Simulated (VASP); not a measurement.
Here is a VASP 6.6.1 calculation.

Contents of INCAR:

```
SYSTEM = InP
PREC = Accurate
ENCUT = 650
EDIFF = 1E-7
ISMEAR = 0
SIGMA = 0.05
LREAL = Auto
LASPH = .True.
NELM = 120
ALGO = Fast
ISIF = 2
LWAVE = .False.
LCHARG = .False.
GGA = PE
NBANDS = 261
NCORE = 1
KPAR = 2
```

Contents of KPOINTS:

```
regular mesh
0
Gamma
  2 2 2
  0 0 0
```

The input POSCAR:

```
InP
1.0
    0.0000000000      8.7915000000      8.7915000000
    8.7915000000      0.0000000000      8.7915000000
    8.7915000000      8.7915000000      0.0000000000
P In
27 27
Direct
    0.0000000000      0.0000000000      0.0000000000
    0.2500000000      0.2500000000      0.2500000000
    0.2500000000      0.2500000000      0.5833333333
    0.2500000000      0.2500000000      0.9166666667
    0.2500000000      0.5833333333      0.2500000000
    0.2500000000      0.5833333333      0.5833333333
    0.2500000000      0.5833333333      0.9166666667
    0.2500000000      0.9166666667      0.2500000000
    0.2500000000      0.9166666667      0.5833333333
    0.2500000000      0.9166666667      0.9166666667
    0.5833333333      0.2500000000      0.2500000000
    0.5833333333      0.2500000000      0.5833333333
    0.5833333333      0.2500000000      0.9166666667
    0.5833333333      0.5833333333      0.2500000000
    0.5833333333      0.5833333333      0.5833333333
    0.5833333333      0.5833333333      0.9166666667
    0.5833333333      0.9166666667      0.2500000000
    0.5833333333      0.9166666667      0.5833333333
    0.5833333333      0.9166666667      0.9166666667
    0.9166666667      0.2500000000      0.2500000000
    0.9166666667      0.2500000000      0.5833333333
    0.9166666667      0.5833333333      0.2500000000
    0.9166666667      0.5833333333      0.5833333333
    0.9166666667      0.5833333333      0.9166666667
    0.9166666667      0.9166666667      0.2500000000
    0.9166666667      0.9166666667      0.5833333333
    0.9166666667      0.9166666667      0.9166666667
    0.0000000000      0.0000000000      0.3333333333
    0.0000000000      0.0000000000      0.6666666667
    0.0000000000      0.3333333333      0.0000000000
    0.0000000000      0.3333333333      0.3333333333
    0.0000000000      0.3333333333      0.6666666667
    0.0000000000      0.6666666667      0.0000000000
    0.0000000000      0.6666666667      0.3333333333
    0.0000000000      0.6666666667      0.6666666667
    0.3333333333      0.0000000000      0.0000000000
    0.3333333333      0.0000000000      0.3333333333
    0.3333333333      0.0000000000      0.6666666667
    0.3333333333      0.3333333333      0.0000000000
    0.3333333333      0.3333333333      0.3333333333
    0.3333333333      0.3333333333      0.6666666667
    0.3333333333      0.6666666667      0.0000000000
    0.3333333333      0.6666666667      0.3333333333
    0.3333333333      0.6666666667      0.6666666667
    0.6666666667      0.0000000000      0.0000000000
    0.6666666667      0.0000000000      0.3333333333
    0.6666666667      0.0000000000      0.6666666667
    0.6666666667      0.3333333333      0.0000000000
    0.6666666667      0.3333333333      0.3333333333
    0.6666666667      0.3333333333      0.6666666667
    0.6666666667      0.6666666667      0.0000000000
    0.6666666667      0.6666666667      0.3333333333
    0.6666666667      0.6666666667      0.6666666667
    0.9166666667      0.2500000000      0.9166666667
```

Potentials or basis: VASP PAW PBE potentials, release 64 (P, In_d).

The run is started by

```bash
$ cat potpaw_PBE.64/P/POTCAR potpaw_PBE.64/In_d/POTCAR > POTCAR
$ mpirun -np 4 vasp_std > vasp.out
```

Estimate the band gap on the k mesh.

none (metal or under the smearing width).

Estimate the largest force.

1.663 eV/Å.

What does it give for the pressure?

3.6 GPa.

Forces on the atoms (eV/Å):
```
P   -0.700  0.700 -0.700
P    0.013 -0.013  0.013
P   -0.144 -0.071  0.151
P    0.071  0.144  0.151
P    0.022 -0.037  0.022
P    0.014 -0.014  0.016
P    0.037 -0.022  0.022
P   -0.040 -0.005 -0.040
P    0.005  0.040 -0.040
P    0.754 -0.754 -0.947
P    0.151 -0.071 -0.144
P    0.005 -0.005  0.005
P    0.071 -0.151 -0.144
P    0.016 -0.014  0.014
P    0.014 -0.016  0.014
P    0.136 -0.136 -0.010
P   -0.040  0.040  0.005
P   -0.004  0.118 -0.004
P   -0.118  0.004 -0.004
P    0.151  0.144  0.071
P   -0.144 -0.151  0.071
P    0.022 -0.022  0.037
P   -0.010 -0.136  0.136
P    0.136  0.010  0.136
P   -0.947 -0.754  0.754
P   -0.004  0.004 -0.118
P    0.754  0.947  0.754
In   0.122 -0.021  0.315
In   0.021 -0.122  0.315
In   0.791  1.026  0.791
In  -0.038  0.038 -0.185
In  -1.026 -0.791  0.791
In  -0.091  0.115 -0.091
In  -0.115  0.091 -0.091
In  -0.028  0.028 -0.045
In   0.315 -0.021  0.122
In   0.049 -0.049  0.049
In   0.021 -0.315  0.122
In  -0.185  0.038 -0.038
In  -0.038  0.185 -0.038
In  -0.025  0.025 -0.075
In  -0.091  0.091 -0.115
In  -0.009  0.031 -0.009
In  -0.031  0.009 -0.009
In   0.315 -0.122  0.021
In   0.122 -0.315  0.021
In   0.048 -0.048  0.048
In   0.791 -0.791 -1.026
In  -0.075  0.025 -0.025
In  -0.025  0.075 -0.025
In  -0.045  0.028 -0.028
In  -0.009  0.009 -0.031
In  -0.028  0.045 -0.028
In  -0.960  0.960 -0.960
```
